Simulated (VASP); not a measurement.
A run of VASP 6.6.1 is set up as follows.

INCAR

```
PREC = Accurate
ENCUT = 520
EDIFF = 1E-6
ISMEAR = -1
SIGMA = 0.03
LREAL = False
LASPH = True
NELM = 100
ALGO = Fast
ISIF = 2
LWAVE = False
LCHARG = True
GGA = PS
LELF = True
LVHAR = True
NBANDS = 17
```

The input KPOINTS:

```
regular mesh
0
Gamma
  9 9 5
```

POSCAR

```
Sr
1.0
    4.3100002207      0.0000000000      0.0000000000
   -2.1550001104      3.7325696814      0.0000000000
    0.0000000000      0.0000000000      7.0500000000
Sr
2
Direct
    0.3333333333      0.6666666667      0.2500000000
    0.6666666667      0.3333333333      0.7500000000
```

Potentials or basis: VASP PAW PBE potentials, release 64 (Sr_sv).

Launch:

```sh
$ cat potpaw_PBE.64/Sr_sv/POTCAR > POTCAR
$ mpirun -np 1 vasp_std > vasp.out
```

(1) Predict the band gap on the k mesh.

(2) What does it give for the pressure?

Results:

(1) none (metal or under the smearing width).

(2) -0.8 GPa.

Caveat: the PAW data sets were made with another functional, which shifts forces and pressure a little.
